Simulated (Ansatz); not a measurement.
# Al12C: the cost of one run

Method: DFT PBE, scalar-relativistic, plane waves, PAW, in Ansatz 0.2.0.

5 further runs of the same task are left out: 5 set aside as unsound or not needed.

## 1. Starting point

The structure is cubic, space group Fm-3m (No. 225). The conventional cell has a = 4.041 Å, b = 4.041 Å, c = 4.041 Å, α = 90.00°, β = 90.00°, γ = 90.00°. Around Al (site symmetry m-3m) lie 12 Al at 2.86 Å.

Coordinates:

```xyz
1
Lattice="0.0000 2.0203 2.0203 2.0203 0.0000 2.0203 2.0203 2.0203 0.0000" Properties=species:S:1:pos:R:3 pbc="T T T"
Al    0.0000    0.0000    0.0000
```

It is the result of an earlier relaxation at this level (volume 16.49 Å³/atom; gap on the mesh: none (metal)).

## 2. Setting up the map

Atoms count from 1 in the order of the input.

C is moved over the surface cell; relaxed at each place: the height of the adsorbate's atoms; substrate rigid; the origin of the map has the adsorbate above Al9.

- position of C13 along the first surface vector, from above Al9: 6 values from 0.000 to 0.833, periodic
- position of C13 along the second surface vector, from above Al9: 6 values from 0.000 to 0.833, periodic

Relaxed at each point: the height of the adsorbate's atoms; substrate rigid. Points are written as (first, second).

The two vectors of the plane (Å): (2.857, 0.000, 0.000); (0.000, 2.857, 0.000).

## 3. Grid point (0/6, 0/6) of the map's two axes

The input, input.yaml:

```yaml
crystal:
  lattice:
    - [5.7143028096, 0.0, 0.0]
    - [0.0, 5.7143028096, 0.0]
    - [0.0, 0.0, 19.6750228481]
  atoms:
    - { symbol: Al, position: [0.25, 0.25, 0.2033034488] }
    - { symbol: Al, position: [0.25, 0.75, 0.2033034488] }
    - { symbol: Al, position: [0.75, 0.25, 0.2033034488] }
    - { symbol: Al, position: [0.75, 0.75, 0.2033034488] }
    - { symbol: Al, position: [0.0, 0.0, 0.3092772432] }
    - { symbol: Al, position: [0.0, 0.5, 0.3092772432] }
    - { symbol: Al, position: [0.5, 0.0, 0.3092772432] }
    - { symbol: Al, position: [0.5, 0.5, 0.3092772432] }
    - { symbol: Al, position: [0.25, 0.25, 0.4155025847] }
    - { symbol: Al, position: [0.25, 0.75, 0.4155025847] }
    - { symbol: Al, position: [0.75, 0.25, 0.4155025847] }
    - { symbol: Al, position: [0.75, 0.75, 0.4155025847] }
    - { symbol: C, position: [0.25, 0.25, 0.5161377919] }
basis:
  ecutwfc: 420
kpoints:
  mp_grid: { grid: [5, 5, 1] }
hamiltonian:
  xc: pbe
scf:
  occupations: { method: gaussian, width: 0.1 }
output:
  forces: true
  eigenvalues: true
relax:
  adjacent_minimum: "off"
  f_tol: 0.025
  max_steps: 16
  constraints:
    - { sites: [0, 1, 2, 3, 4, 5, 6, 7, 8, 9, 10, 11] }
    - { sites: [12], fix: xy }
efield:
  axis: 3
  dipole_correction: true
  ramp_width: 0.04
```

Launch:

```bash
> ansatz run input.yaml --threads 4 --pin off --max-ram 12288MiB --backend cpu --events-out ev --progress --plain --runs-dir out
```

**Question.** How long does this run take on 4 threads of Arm Neoverse V1, shared host, and how much memory does it need?

About 12 s, with a peak of 0.85 GiB.
